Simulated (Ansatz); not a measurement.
# Ge: response to strain

Aim: deform Ge (xy engineering shear strain of -2 %) and compute stress, forces and field gradients with LAPW, PAW and all-electron datasets made for the crystal.

Method: DFT PBE, scalar-relativistic, in Ansatz 0.2.0.

1 further run of the same task is left out (set aside as unsound or not needed).

## (1) The starting structure

It takes space group Pm-3m (No. 221, cubic). Conventional cell: a = 2.712 Å, b = 2.712 Å, c = 2.712 Å, α = 90.00°, β = 90.00°, γ = 90.00°. Around Ge (site symmetry m-3m) lie 6 Ge at 2.71 Å.

Structure file:

```xyz
1
Lattice="2.7121 0.0000 0.0000 0.0000 2.7121 0.0000 0.0000 0.0000 2.7121" Properties=species:S:1:pos:R:3 pbc="T T T"
Ge    0.0000    0.0000    0.0000
```

## (2) The deformed structure

Space group Pm-3m before, Cmmm after.

## (3) All-electron LAPW

input.yaml

```yaml
crystal:
  lattice:
    - [2.7120740316, -0.0271207403, 0.0]
    - [-0.0271207403, 2.7120740316, 0.0]
    - [0.0, 0.0, 2.7120740316]
  atoms:
    - { symbol: Ge, position: [0.0, 0.0, 0.0] }
kpoints:
  mp_grid: { grid: [13, 13, 13] }
scf:
  occupations: { method: fermi_dirac, width: 0.05 }
hamiltonian:
  xc: pbe
  pseudopotentials: { kind: all_electron, lapw: { basis_error: 0.00025 } }
output:
  forces: true
  stress: true
  eigenvalues: true
```

On the command line:

```
> ansatz run input.yaml --threads 1 --pin off --max-ram 2048MiB --backend cpu --events-out ev --progress --plain --runs-dir out
```

The program printed, cut to the lines that bear on the results:

```text
LAPW: plane waves up to 8.657 Å⁻¹, error target 2.5e-4 eV per atom; small_component_spin mean_spin; Ge in spheres of 1.356 Å, 22 of its electrons in bands, Dirac shells []
[...]
Pseudopotentials: kind: all_electron
Pseudopotential: Ge, LAPW, valence charge 22, Koelling and Harmon's equation, gaussian nucleus
Functional definition: PBE
[...]
Crystal: 1 atoms, lattice volume = 19.946 Å³
Basis set: ecut = 285.5347765814091 eV, 227 PW (Γ), exchange–correlation at level 2
Bands: 15, of which v1, the nominal top of the filled ones, is band 11 counted from 1 (10 counted from 0)
Symmetry: 8 space group operations
Space group: Cmmm (ITA 65), of the structure as read, at distance tolerance 2.7e-5 Å
k-points: 343 of 2197
[...]
SCF iter   1: F=—  HF=-57116.072175 eV  |F-HF|=—  |Δ(HF+E_count)|=         —  Δρ=1.08e-2  dr2=1.39e-2  ethr=6.31e-5  ⟨swp⟩=3.1  Hψ=35383  notcnv=0
[...]
SCF iter   6: F=-57116.070761 eV  HF=-57116.070761 eV  |F-HF|=2.33e-10  |Δ(HF+E_count)|=   3.21e-7  Δρ=1.62e-6  dr2=2.51e-10  ethr=4.85e-10  ⟨swp⟩=3.0  Hψ=15481  notcnv=0
[...]
SCF converged after 6 iterations
Free energy (F): -57116.070761 eV
[...]
E sigma→0 (E₀):  -57116.068755 eV
Entropy (-TS):   -0.004012 eV (-4.012 meV/atom)
Fermi energy:    11.643859 eV
[...]
--- Forces (eV/Å), atoms counted from 1 ---
  atom   1  Ge    -0.00000000    -0.00000000     0.00000000
[...]
--- Stress (GPa, compression-positive) ---
        0.114204       0.133823       0.000000
        0.133823       0.114204       0.000000
        0.000000       0.000000      -0.159323
  P = ⅓ Tr σ = 0.0230 GPa (0.230 kbar)
--- Band table (eV; the first three rows and the last of 343) ---
  k-point 0: bands = ["-152.0351", "-99.1644", "-99.1621", "-99.1615", "-13.0870", "-13.0863", "-12.8476", "-12.8468", "-12.8444", "-1.1407", "18.1037", "18.1565", "18.2172", "21.5351", "21.5400"]
[...]
```

Wall time 9.9 s (1 thread, shared host).

In short: pressure 0.02 GPa; no gap.

## (4) Frozen-core PAW

Changes to input.yaml since step 3:

```diff
@@ -13,3 +13,3 @@
   xc: pbe
-  pseudopotentials: { kind: all_electron, lapw: { basis_error: 0.00025 } }
+  pseudopotentials: { kind: paw }
 output:
@@ -18 +18,6 @@
   eigenvalues: true
+  efg: { contact_densities: true }
+  write_density: true
+  write_potential: true
+  elf: true
+  volumetric_format: npy
```

On the command line:

```
> ansatz run input.yaml --threads 1 --pin off --max-ram 2048MiB --backend cpu --events-out ev --progress --plain --runs-dir out
```

The program printed:

```text
Engine: ansatz 0.2.0
Pseudopotentials: kind: paw
Pseudopotential: Ge, paw, valence charge 14, recommended cutoff 420 eV (normal)
[... 1 set-up line as earlier in the session ...]
  parameter kappa = 0.804
  parameter beta = 0.06672455060314922
  exchange = pbe_x(kappa = kappa, mu = beta*pi^2/3)
  correlation = pbe_c(beta = beta)
Crystal: 1 atoms, lattice volume = 19.946 Å³
Basis set: ecut = 420 eV, 389 PW (Γ), exchange–correlation on 40×40×40 points (8 copies of the dense FFT grid, shifted against one another)
Bands: 11, of which v1, the nominal top of the filled ones, is band 7 counted from 1 (6 counted from 0)
[... 2 set-up lines as earlier in the session ...]
k-points: 343 of 2197
Non-local potential: Ge, projectors of the file, l = 0: 2, l = 1: 2, l = 2: 3, l = 3: 1
PAW form: soft (Blöchl's): semilocal exchange-correlation on the pseudo side does not see the compensation charge
PAW one-centre angular grid: Ge, 590 points (default); XC on 64 Gauss nodes
Initial density: superposition of atomic densities (neutral atoms: chi_scale 0, normalization atom), corrected by the library's trained network
Initial wavefunctions: pseudopotential atomic-orbital guess
Functional: x = pbe(κ = 0.804, μ = 0.2195149727645171), c = pbe(β = 0.06672455060314922)
SCF iter   1: F=—  HF=-4294.746593 eV  |F-HF|=—  |Δ(HF+E_count)|=         —  Δρ=8.93e-4  dr2=8.53e-5  ethr=1.77e-3  ⟨swp⟩=5.6  Hψ=22295  notcnv=0
preconditioner: auto → none  [metal: Δε(μ)=0.021 eV  Ē_g=27.138 eV  σ=0.050 eV  W_gap=0.10  n_scr=6 (ndim 8)  ℏωp=31.1 eV  f_vac=0.000  D(μ)=0.50/eV (n_scr^D=0)  sad-step TF]
SCF iter   2: F=—  HF=-4294.746471 eV  |F-HF|=—  |Δ(HF+E_count)|=   1.22e-4  Δρ=6.72e-4  dr2=4.04e-5  ethr=6.09e-7  ⟨swp⟩=2.0  Hψ=8559  notcnv=0
SCF iter   3: F=—  HF=-4294.746509 eV  |F-HF|=—  |Δ(HF+E_count)|=   3.80e-5  Δρ=2.86e-4  dr2=8.35e-6  ethr=2.88e-7  ⟨swp⟩=2.0  Hψ=6013  notcnv=0
SCF iter   4: F=—  HF=-4294.746524 eV  |F-HF|=—  |Δ(HF+E_count)|=   1.42e-5  Δρ=6.85e-5  dr2=4.60e-7  ethr=5.96e-8  ⟨swp⟩=2.0  Hψ=4429  notcnv=0
iter 5 did not close the SCF: its close was put off for the readings that it lacked (scf_convergence_deferred on its scf_iter line)
SCF iter   5: F=-4294.746523 eV  HF=-4294.746523 eV  |F-HF|=9.84e-8  |Δ(HF+E_count)|=   5.85e-7  Δρ=2.24e-5  dr2=4.53e-8  ethr=3.28e-9  ⟨swp⟩=2.0  Hψ=5890  notcnv=0
SCF iter   6: F=-4294.746523 eV  HF=-4294.746523 eV  |F-HF|=1.12e-8  |Δ(HF+E_count)|=   3.36e-8  Δρ=5.85e-6  dr2=3.64e-9  ethr=3.23e-10  ⟨swp⟩=4.7  Hψ=19110  notcnv=0
SCF 1 converged in 6 iterations: F = -4294.746523 eV  dr2 = 3.64e-9
SCF converged after 6 iterations
Free energy (F): -4294.746523 eV
Harris-Foulkes:  -4294.746523 eV  (|F-HF|=1.12e-8)
Internal energy: -4294.742512 eV  (E = F + TS)
E sigma→0 (E₀):  -4294.744517 eV
Entropy (-TS):   -0.004011 eV (-4.011 meV/atom)
Fermi energy:    10.049361 eV
--- Per-component energies (eV) ---
  E_band       = -125.874208
  E_kinetic    = 110.424270
  E_local      = -2224.644720  (includes V_loc(G=0)·N_el)
  E_nonlocal   = 416.390870
  E_hartree    = 972.622252
  E_xc         = -75.428989
  E_vxc        = -64.366553  (∫ρ·V_xc dr)
  E_paw        = -2017.700642  (= ΣΔE_a)
  E_vpaw       = -308.926680  (= ΣTr[D̂ρ^β])
  E_aug_tail   = 0.000340  (compensation charges beyond the density's cutoff)
  E_ewald      = -1476.405892
  E_smearing   = -0.004011  (= −TS)
  E_closure    = 0.000000  (closes the sum)
  Σ components = -4294.746523   (vs F -4294.746523, Δ=0.00e0)
--- Forces (eV/Å), atoms counted from 1 ---
  atom   1  Ge    -0.00000000     0.00000000     0.00000000
  max |Σ_I F_I| component: 9.86e-32 eV/Å
--- Stress (GPa, compression-positive) ---
        0.081852       0.135418       0.000000
        0.135418       0.081852       0.000000
        0.000000       0.000000      -0.191956
  P = ⅓ Tr σ = -0.0094 GPa (-0.094 kbar)
--- PAW observables at the nuclei: V_zz in 10²¹ V/m², potentials from the cell's mean, atoms counted from 1 ---
  atom   1  Ge V_zz =    +0.336217   η = 0.5022   by run symmetry: allowed
            electrostatic potential = -4323.271693 V   contact ρ = 210273.783822 e/Å³
--- Band table (eV; the first three rows and the last of 343) ---
  k-point 0: bands = ["-14.6701", "-14.6693", "-14.4299", "-14.4291", "-14.4266", "-2.7355", "16.5059", "16.5587", "16.6194", "19.9471", "19.9520"]
  k-point 1: bands = ["-14.6694", "-14.6584", "-14.4335", "-14.4302", "-14.4288", "-2.6201", "14.9610", "16.6166", "16.7300", "20.0541", "21.0716"]
  k-point 2: bands = ["-14.6673", "-14.6281", "-14.4436", "-14.4403", "-14.4280", "-2.2750", "12.4706", "16.9416", "17.0553", "20.3589", "21.8646"]
  k-point 342: bands = ["-14.5673", "-14.5667", "-14.5662", "-14.3549", "-14.3538", "8.3517", "10.2589", "10.4639", "11.0284", "16.6946", "16.9881"]
```

Run time: 2.9 s. Hardware: 1 thread, shared host.

This run gives: pressure -0.01 GPa; no gap; Vzz Ge 0.34 (η = 0.50) (10²¹ V/m²).

The fields are shown in the conventional cell of this run's space group, carried over from its grid by interpolation.

Density in a lattice plane of the grid's cell (edges 3.80 and 3.87 Å, at 0.000 of the third edge), which holds Ge.

Ten even steps from ' ' (0.10 e/Å³) to '@' (56.50 e/Å³):
```
**==::                                      ::==
....                                          ..
                                                
                                                
                                                
                                                
                                                
                      ......                    
                    ::==**==::                  
                  ..--##@@##--..                
                    ::==**==::                  
                      ......                    
                                                
                                                
                                                
                                                
                                                
....                                          ..
**==::                                      ::==
@@##--..                                  ..--##
```
Columns run along the first of these edges and rows up along the second, over one cell in 24 and 20 even steps from the bottom left corner. Atoms in the plane (fractional): Ge at (0.00, 0.00), Ge at (0.50, 0.50).

ELF in the same plane.

Values, 12 rows by 12 columns:
```
0.05 0.11 0.33 0.44 0.44 0.29 0.22 0.29 0.44 0.44 0.33 0.11
0.27 0.34 0.44 0.53 0.52 0.44 0.40 0.44 0.52 0.53 0.44 0.34
0.42 0.44 0.53 0.60 0.53 0.44 0.42 0.44 0.53 0.60 0.53 0.44
0.40 0.44 0.52 0.53 0.44 0.34 0.27 0.34 0.44 0.53 0.52 0.44
0.22 0.29 0.44 0.44 0.33 0.11 0.05 0.11 0.33 0.44 0.44 0.29
0.15 0.23 0.40 0.41 0.25 0.05 0.29 0.05 0.25 0.41 0.40 0.23
0.22 0.29 0.44 0.44 0.33 0.11 0.05 0.11 0.33 0.44 0.44 0.29
0.40 0.44 0.52 0.53 0.44 0.34 0.27 0.34 0.44 0.53 0.52 0.44
0.42 0.44 0.53 0.60 0.53 0.44 0.42 0.44 0.53 0.60 0.53 0.44
0.27 0.34 0.44 0.53 0.52 0.44 0.40 0.44 0.52 0.53 0.44 0.34
0.05 0.11 0.33 0.44 0.44 0.29 0.22 0.29 0.44 0.44 0.33 0.11
0.29 0.05 0.25 0.41 0.40 0.23 0.15 0.23 0.40 0.41 0.25 0.05
```
Columns run along the first of these edges and rows up along the second, over one cell in 12 and 12 even steps from the bottom left corner. Atoms in the plane (fractional): Ge at (0.00, 0.00), Ge at (0.50, 0.50).

Both are smooth fields of the valence electrons: close to the nuclei they are not physical.

Maxima of ELF outside the ion cores: 0.60 on the Ge–Ge line, 1.4 Å from Ge.

## (5) Datasets made for this crystal

Changes to input.yaml since step 4:

```diff
@@ -13,3 +13,3 @@
   xc: pbe
-  pseudopotentials: { kind: paw }
+  pseudopotentials: { kind: all_electron, datasets: crystal }
 output:
@@ -19,5 +19 @@
   efg: { contact_densities: true }
-  write_density: true
-  write_potential: true
-  elf: true
-  volumetric_format: npy
```

On the command line:

```
> ansatz run input.yaml --threads 1 --pin off --max-ram 2048MiB --backend cpu --events-out ev --progress --plain --runs-dir out
```

The program printed, cut to the lines that bear on the results:

```text
[...]
[... 1 set-up line as earlier in the session ...]
Pseudopotential: Ge, paw, valence charge 14, recommended cutoff 140 eV (normal), Koelling and Harmon's equation, gaussian nucleus
[... 1 set-up line as earlier in the session ...]
[...]
Crystal: 1 atoms, lattice volume = 19.946 Å³
Basis set: ecut = 140 eV, 81 PW (Γ), exchange–correlation on 24×24×24 points (8 copies of the dense FFT grid, shifted against one another)
Bands: 6, of which v1, the nominal top of the filled ones, is band 2 counted from 1 (1 counted from 0)
[... 2 set-up lines as earlier in the session ...]
k-points: 343 of 2197
[...]
SCF iter   1: F=—  HF=-57116.055673 eV  |F-HF|=—  |Δ(HF+E_count)|=         —  Δρ=1.57e-2  dr2=3.53e-2  ethr=9.19e-4  ⟨swp⟩=3.9  Hψ=15387  notcnv=0
[...]
Fermi energy:    11.643852 eV
[...]
  The terms above E_closure are by the made datasets' own strengths, without shells solved beside the bands.
--- Forces (eV/Å), atoms counted from 1 ---
  atom   1  Ge    -0.00000000    -0.00000000     0.00000000
[...]
--- Stress (GPa, compression-positive) ---
        0.114750       0.133543       0.000000
        0.133543       0.114750       0.000000
        0.000000       0.000000      -0.158688
  P = ⅓ Tr σ = 0.0236 GPa (0.236 kbar)
  It holds what live shells' own plane waves past their cutoff add
--- PAW observables at the nuclei: V_zz in 10²¹ V/m², potentials from the cell's mean, atoms counted from 1 ---
  atom   1  Ge V_zz =    +0.341242   η = 0.4699   by run symmetry: allowed
            electrostatic potential = -4323.227745 V   contact ρ = 210343.838170 e/Å³
--- Band table (eV; the first three rows and the last of 343) ---
  k-point 0: bands = ["-1.1407", "18.1037", "18.1565", "18.2172"]
[...]
```

Wall time 3.4 s (1 thread, shared host).

Read from it: pressure 0.02 GPa; no gap; Vzz Ge 0.34 (η = 0.47) (10²¹ V/m²).

## (6) Stress and forces compared

Stress (GPa, compression positive):

| method | xx | yy | zz | yz | xz | xy |
| --- | --- | --- | --- | --- | --- | --- |
| LAPW | 0.11 | 0.11 | -0.16 | 0.00 | 0.00 | 0.13 |
| PAW | 0.08 | 0.08 | -0.19 | 0.00 | 0.00 | 0.14 |
| crystal datasets | 0.11 | 0.11 | -0.16 | 0.00 | 0.00 | 0.13 |

| method | pressure (GPa) | Vzz Ge (10²¹ V/m²) | SCF cycles, all passes | time |
| --- | --- | --- | --- | --- |
| LAPW | 0.02 | – | 6 | 9.9 s |
| PAW | -0.01 | 0.34 | 6 | 2.9 s |
| crystal datasets | 0.02 | 0.34 | 6 | 3.4 s |

## (7) Outcome

| quantity | value |
| --- | --- |
| pressure | LAPW 0.02, PAW -0.01, crystal datasets 0.02 GPa |
| largest shear or deviatoric stress (LAPW) | 0.18 GPa |

**Reading.** The largest part of the stress beyond the pressure is 0.18 GPa in size, in the zz component. No run of the undeformed cell stands beside it, so the pressure holds what the given cell had before the change. PAW: stress within 0.03 GPa of LAPW. Crystal datasets: stress within 0.01 GPa of LAPW.
